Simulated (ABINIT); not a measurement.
# BP (F-43m) in ABINIT: further runs

The runs below take BP through single point, with PBE0, B3LYP.

Program: ABINIT 10.8.3 (patched build). These are calculated values, not measurements. Logs are shortened: lines on timing, memory, paths and dates and some standing lists are left out, and cuts for length are marked. The log counts tension as positive stress, the text compression.

### Step 1. The crystal as given

It takes space group F-43m (No. 216, cubic). The conventional cell has a = 4.538 Å, b = 4.538 Å, c = 4.538 Å, α = 90.00°, β = 90.00°, γ = 90.00°. P (site symmetry -43m) has 4 B at 1.97 Å as nearest neighbours. B (site symmetry -43m) has 4 P at 1.97 Å as nearest neighbours.

### Step 2. Single point, PBE0

Contents of run.abi:

```
# Pseudopotentials
pp_dirpath "./"
pseudos "15_P_5_1.8_1.9_pbe_n_v1.0.psp8, 05_B_3_1.5_1.7_pbe_n_v1.0.psp8"

# Structure
acell 3*1.0
rprim
     0.0000000000     4.2877885768     4.2877885768
     4.2877885768     0.0000000000     4.2877885768
     4.2877885768     4.2877885768     0.0000000000
ntypat 2
znucl 15 5
natom 2
typat 1 2
xred
     0.7500000000     0.7500000000     0.7500000000
     0.0000000000     0.0000000000     0.0000000000

# Plane-wave basis
ecut 22.0

# k points
kptopt 1
ngkpt 8 8 8
nshiftk 1
shiftk 0.0 0.0 0.0

# Exchange and correlation
ixc 41
fockdownsampling 2 2 2
hyb_mixing 0.1

# Bands and occupations
nband 6
occopt 1

# SCF cycle
nstep 60
diemac 6.0
nnsclo 2
toldfe 1.0e-7

# Output
iomode 3
prtwf 0
prtden 0
prteig 0
prtebands 0
enunit 1
```

Potentials or basis: SPMS NC PBE v1.0.

The run is started by

```sh
$ mpirun --bind-to none -np 4 abinit run.abi > log 2>&1
```

run.abo:

```text
.Version 10.8.3 of ABINIT
 Symmetries : space group F-4 3 m (#216); Bravais cF (face-center cubic)
================================================================================
 Values of the parameters that define the memory need of the present run
     intxc =       0    ionmov =       0      iscf =       7    lmnmax =       6
     lnmax =       6     mgfft =      27  mpssoang =       3    mqgrid =    3001
     natom =       2  nloc_mem =       1    nspden =       1   nspinor =       1
    nsppol =       1      nsym =      24    n1xccc =    2501    ntypat =       2
    occopt =       1   xclevel =       2
       mpw =         791          nfft =       19683          nkpt =          29
================================================================================
================================================================================

--------------------------------------------------------------------------------
------------- Echo of variables that govern the present computation ------------
--------------------------------------------------------------------------------
 -outvars: echo values of preprocessed input variables --------
            acell      1.0000000000E+00  1.0000000000E+00  1.0000000000E+00 Bohr
              amu      3.09737620E+01  1.08110000E+01
           diemac      6.00000000E+00
             ecut      2.20000000E+01 Hartree
           enunit           1
 fockdownsampling           2       2       2
   hyb_mixing          1.0000000000E-01
              ixc          41
                       outvar_i_n : Printing only first  50 k-points.
         kptrlatt        8    0    0      0    8    0      0    0    8
          kptrlen      4.85107901E+01
            natom           2
            nband           6
          nbandhf           4
            ngfft          27      27      27
             nkpt          29
           nkpthf          64
           nnsclo           2
            nstep          60
             nsym          24
           ntypat           2
        optforces           0
        optstress           0
           prtden           0
        prtebands           0
           prteig           0
            prtwf           0
            rprim      0.0000000000E+00  4.2877885768E+00  4.2877885768E+00
                       4.2877885768E+00  0.0000000000E+00  4.2877885768E+00
                       4.2877885768E+00  4.2877885768E+00  0.0000000000E+00
          spgroup         216
           toldfe      1.00000000E-07 Hartree
            typat      1  2
          usefock           1
           xangst      3.4034999977E+00  3.4034999977E+00  3.4034999977E+00
                       0.0000000000E+00  0.0000000000E+00  0.0000000000E+00
            xcart      6.4316828652E+00  6.4316828652E+00  6.4316828652E+00
                       0.0000000000E+00  0.0000000000E+00  0.0000000000E+00
             xred      7.5000000000E-01  7.5000000000E-01  7.5000000000E-01
                       0.0000000000E+00  0.0000000000E+00  0.0000000000E+00
            znucl       15.00000    5.00000

================================================================================

 chkinp: Checking input parameters for consistency.

================================================================================
== DATASET  1 ==================================================================

--- !DatasetInfo
iteration_state: {dtset: 1, }
dimensions: {natom: 2, nkpt: 29, mband: 6, nsppol: 1, nspinor: 1, nspden: 1, mpw: 791, }
cutoff_energies: {ecut:  22.0, pawecutdg:  -1.0, }
electrons: {nelect:   8.00000000E+00, charge:   0.00000000E+00, occopt:   1.00000000E+00, tsmear:   1.00000000E-02, }
meta: {optdriver: 0, ionmov: 0, optcell: 0, iscf: 7, paral_kgb: 0, }
...

 Exchange-correlation functional for the present dataset will be:
  PBE0 with alpha=0.25

 Real(R)+Recip(G) space primitive vectors, cartesian coordinates (Bohr,Bohr^-1):
 R(1)=  0.0000000  4.2877886  4.2877886  G(1)= -0.1166102  0.1166102  0.1166102
 R(2)=  4.2877886  0.0000000  4.2877886  G(2)=  0.1166102 -0.1166102  0.1166102
 R(3)=  4.2877886  4.2877886  0.0000000  G(3)=  0.1166102  0.1166102 -0.1166102
 Unit cell volume ucvol=  1.5766311E+02 bohr^3
 Angles (23,13,12)=  6.00000000E+01  6.00000000E+01  6.00000000E+01 degrees

 getcut: wavevector=  0.0000  0.0000  0.0000  ngfft=  27  27  27
         ecut(hartree)=     22.000   => boxcut(ratio)=   2.03371

--- Pseudopotential description ------------------------------------------------
- pspini: atom type   1  psp file is ./15_P_5_1.8_1.9_pbe_n_v1.0.psp8
    8   11    2    4       600   0.00000      pspcod,pspxc,lmax,lloc,mmax,r2well
    5.99000000000000    5.00000000000000    0.00000000000000   rchrg,fchrg,qchrg
     nproj     2     2     2
     extension_switch     1

- pspini: atom type   2  psp file is ./05_B_3_1.5_1.7_pbe_n_v1.0.psp8
    8   11    1    4       600   0.00000      pspcod,pspxc,lmax,lloc,mmax,r2well
    5.99000000000000    2.90000000000000    0.00000000000000   rchrg,fchrg,qchrg
     nproj     2     2
     extension_switch     1

   7.59773287E+01                                ecore*ucvol(ha*bohr**3)
--------------------------------------------------------------------------------

================================================================================

--- !BeginCycle
iteration_state: {dtset: 1, }
solver: {iscf: 7, nstep: 60, nline: 4, wfoptalg: 0, }
tolerances: {toldfe: 1.00E-07, }
...

     iter   Etot(hartree)      deltaE(h)  residm     vres2
 ETOT  1  -9.5839660929500    -9.584E+00 3.475E-02 6.478E+01
 ETOT  2  -9.8746032258175    -2.906E-01 1.697E-02 1.770E+01
 ETOT  3  -9.8825555839482    -7.952E-03 6.462E-04 4.980E-01
 ETOT  4  -9.8829444310093    -3.888E-04 8.004E-05 1.800E-01
 ETOT  5  -9.8830257108201    -8.128E-05 2.502E-05 1.942E-03
 ETOT  6  -9.8830315581946    -5.847E-06 6.683E-06 2.740E-03
 ETOT  7  -9.8830333309626    -1.773E-06 3.155E-06 2.452E-05
 ETOT  8  -9.8830329816381     3.493E-07 1.866E-06 1.876E-05
 ETOT  9  -9.8830329576867     2.395E-08 8.485E-07 1.468E-06
 ETOT 10  -9.8830329849016    -2.721E-08 3.348E-07 1.415E-07

 At SCF step   10, etot is converged :
  for the second time, diff in etot=  2.721E-08 < toldfe=  1.000E-07

--- !ResultsGS
iteration_state: {dtset: 1, }
comment   : Summary of ground state results
lattice_vectors:
- [  0.0000000,   4.2877886,   4.2877886, ]
- [  4.2877886,   0.0000000,   4.2877886, ]
- [  4.2877886,   4.2877886,   0.0000000, ]
lattice_lengths: [   6.06385,    6.06385,    6.06385, ]
lattice_angles: [ 60.000,  60.000,  60.000, ] # degrees, (23, 13, 12)
lattice_volume:   1.5766311E+02
convergence: {deltae: -2.721E-08, res2:  1.415E-07, residm:  3.348E-07, diffor:  0.000E+00, }
etotal    :  -9.88303298E+00
entropy   :   0.00000000E+00
fermie    :   2.67868679E-01
cartesian_stress_tensor: null
pressure_GPa: null
xred      :
- [  7.5000E-01,   7.5000E-01,   7.5000E-01,  P]
- [  0.0000E+00,   0.0000E+00,   0.0000E+00,  B]
cartesian_forces: null
force_length_stats: {min: null, max: null, mean: null, }
...

 Integrated electronic density in atomic spheres:
 ------------------------------------------------
 Atom  Sphere_radius  Integrated_density
    1        2.00000          2.89361121
    2        2.00000          2.71400261
================================================================================

 ----iterations are completed or convergence reached----

 Mean square residual over all n,k,spin=   34.390E-10; max=  33.481E-08
 reduced coordinates (array xred) for    2 atoms
       0.750000000000      0.750000000000      0.750000000000
       0.000000000000      0.000000000000      0.000000000000

 cartesian coordinates (angstrom) at end:
    1      3.40349999771018     3.40349999771018     3.40349999771018
    2      0.00000000000000     0.00000000000000     0.00000000000000
 length scales=  1.000000000000  1.000000000000  1.000000000000 bohr
              =  0.529177210544  0.529177210544  0.529177210544 angstroms
 Fermi (or HOMO) energy (eV) =   7.28908   Average Vxc (eV)=  -9.97276
 Eigenvalues (   eV  ) for nkpt=  29  k points:
 kpt#   1, nband=  6, wtk=  0.00195, kpt=  0.0000  0.0000  0.0000 (reduced coord)
  -8.84942    7.28908    7.28908    7.28908   11.36100   11.36100
 prteigrs : prtvol=0 or 1, do not print more k-points.

--- !EnergyTerms
iteration_state     : {dtset: 1, }
comment             : Components of total free energy in Hartree
kinetic             :  4.63738243777071E+00
hartree             :  6.31242989145043E-01
xc                  : -3.05905791563172E+00
Ewald energy        : -1.04916197707562E+01
psp_core            :  4.81896681344869E-01
local_psp           : -2.97680050532136E+00
non_local_psp+x     :  8.93923098547099E-01
total_energy        : -9.88303298490155E+00
...

--- !EnergyTermsDC
iteration_state     : {dtset: 1, }
comment             : '"Double-counting" decomposition of free energy'
band_energy         :  1.52248368377798E-01
Ewald energy        : -1.04916197707562E+01
psp_core            :  4.81896681344869E-01
xc_dc               : -2.55553289527992E-02
total_energy_dc     : -9.88303004998632E+00
...

== END DATASET(S) ==============================================================
================================================================================

 -outvars: echo values of variables after computation  --------
            acell      1.0000000000E+00  1.0000000000E+00  1.0000000000E+00 Bohr
           etotal     -9.8830329849E+00
            fcart      9.9999999999E+99  9.9999999999E+99  9.9999999999E+99
                       9.9999999999E+99  9.9999999999E+99  9.9999999999E+99
            rprim      0.0000000000E+00  4.2877885768E+00  4.2877885768E+00
                       4.2877885768E+00  0.0000000000E+00  4.2877885768E+00
                       4.2877885768E+00  4.2877885768E+00  0.0000000000E+00
           strten      9.9999999999E+99  9.9999999999E+99  9.9999999999E+99
                       9.9999999999E+99  9.9999999999E+99  9.9999999999E+99
           xangst      3.4034999977E+00  3.4034999977E+00  3.4034999977E+00
                       0.0000000000E+00  0.0000000000E+00  0.0000000000E+00
             xred      7.5000000000E-01  7.5000000000E-01  7.5000000000E-01
                       0.0000000000E+00  0.0000000000E+00  0.0000000000E+00
 Calculation completed.
```

Wall time 2.4 min (4 MPI ranks of Arm Neoverse V2, shared host); peak memory 0.24 GiB.

Results:

| Quantity | Value |
| --- | --- |
| Free energy | -268.9310 eV |
| Band gap on the k mesh | 1.88 eV, indirect (least direct gap 4.07 eV) |
| Valence electrons inside the program's atomic spheres | P 2.89; B 2.71 |

Caveat: the cutoff is too short for stress, so the log's stress isn't used; the potentials were made for another functional, which shifts forces and pressure. A k mesh can miss the band edges.

(Part 1 of 2 ends here.)
